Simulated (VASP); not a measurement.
PbO2, 3 atoms in the cell. It takes space group Fm-3m (No. 225, cubic). The conventional cell has a = 5.404 Å, b = 5.404 Å, c = 5.404 Å, α = 90.00°, β = 90.00°, γ = 90.00°. Around Pb (site symmetry m-3m) lie 8 O at 2.34 Å. O (site symmetry -43m) has 4 Pb at 2.34 Å as nearest neighbours. The cell comes from a database or a generator and needn't be the stable form of this composition.

| Item | Value |
| --- | --- |
| Program | VASP 6.6.1 |
| Task | relaxation of cell and atoms |
| Functional | PBEsol |
| Potentials or basis | VASP PAW PBE potentials, release 64 (Pb_d, O) |
| Cutoff | 600 eV |
| k mesh | 8 × 8 × 8 |
| Occupations | fermi-dirac, width 0.05 eV |
| Spin | no spin polarisation |
| Ladder | gaps |
| Further INCAR settings | ALGO = Fast; EDIFF = 1e-07; IBRION = 2; EDIFFG = -0.01; NSW = 40; ISIF = 3 |

Potentials or basis: VASP PAW PBE potentials, release 64 (Pb_d, O).

Run with:

```bash
$ cat potpaw_PBE.64/Pb_d/POTCAR potpaw_PBE.64/O/POTCAR > POTCAR
$ mpirun -np 1 vasp_std > vasp.out
```

Hardware: 1 thread of Intel(R) Xeon(R) Platinum 8375C CPU @ 2.90GHz (Ice Lake), on a shared host.

Task: Estimate the wall time of this run.

Result: It took 81 s on 1 thread of Intel(R) Xeon(R) Platinum 8375C CPU @ 2.90GHz (Ice Lake), with other jobs on the host, peak memory 0.19 GiB. Counts: scf iterations 42, k points 29, ion steps 3.
